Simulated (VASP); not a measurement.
# Cr: work function with PBEsol

The system is Cr, a slab with vacuum.

```
Cr
1.0
     3.84458    0.00000    0.00000
     0.00000    5.43706    0.00000
     0.00000    0.00000   30.33807
Cr
16
Direct
  0.00000 0.75000 0.40057
  0.50000 0.50000 0.40057
  0.00000 0.25000 0.40057
  0.50000 0.00000 0.40057
  0.00000 0.50000 0.46622
  0.50000 0.25000 0.46622
  0.00000 0.00000 0.46622
  0.50000 0.75000 0.46622
  0.00000 0.25000 0.53379
  0.50000 0.00000 0.53379
  0.00000 0.75000 0.53379
  0.50000 0.50000 0.53379
  0.00000 0.00000 0.59943
  0.50000 0.75000 0.59943
  0.00000 0.50000 0.59943
  0.50000 0.25000 0.59943
```

The cell was built by a generator and needn't be a form met in nature.

- Program: VASP 6.6.1
- Task: work function
- Functional: PBEsol
- Potentials or basis: VASP PAW PBE potentials, release 64 (Cr_pv)
- Cutoff: 520 eV
- k mesh: 9 × 6 × 1
- Occupations: methfessel-paxton, width 0.1 eV
- Spin: no spin polarisation
- Dipole correction: yes
- Further INCAR settings: ALGO = Normal; EDIFF = 1e-07

```json
{
 "Largest force": "0.017 eV/Å",
 "Band gap on the k mesh": "none (metal or under the smearing width)",
 "Work function of the upper face": "5.14 eV",
 "Work function of the lower face": "5.17 eV"
}
```

Forces on the atoms (eV/Å):
```
Cr   0.000  0.000 -0.004
Cr   0.000  0.000 -0.004
Cr   0.000  0.000 -0.004
Cr   0.000  0.000 -0.004
Cr   0.000  0.000  0.017
Cr   0.000  0.000  0.017
Cr   0.000  0.000  0.017
Cr   0.000  0.000  0.017
Cr   0.000  0.000 -0.017
Cr   0.000  0.000 -0.017
Cr   0.000  0.000 -0.017
Cr   0.000  0.000 -0.017
Cr   0.000  0.000  0.004
Cr   0.000  0.000  0.004
Cr   0.000  0.000  0.004
Cr   0.000  0.000  0.004
```

Levels at points of the mesh, in eV from the Fermi level:
```
           k point  band 94  band 95  band 96  band 97  band 98  band 99
(0.00, 0.00, 0.00)    -0.72    -0.38    -0.36     0.14     0.14     0.16
(0.00, 0.50, 0.00)    -0.51    -0.05    -0.05     0.11     0.11     0.24
```

Run time: 18 min on 4 MPI ranks on AMD EPYC 7R13 Processor (Zen 3), with other jobs on the host, peak memory 1.2 GiB a rank.

Caveat: the PAW data sets were made with another functional, which shifts forces and pressure a little; the run has no spin polarisation, though such a crystal can be magnetic. Spin polarisation is off, so any magnetic state and its effect on volume and gap are missing.
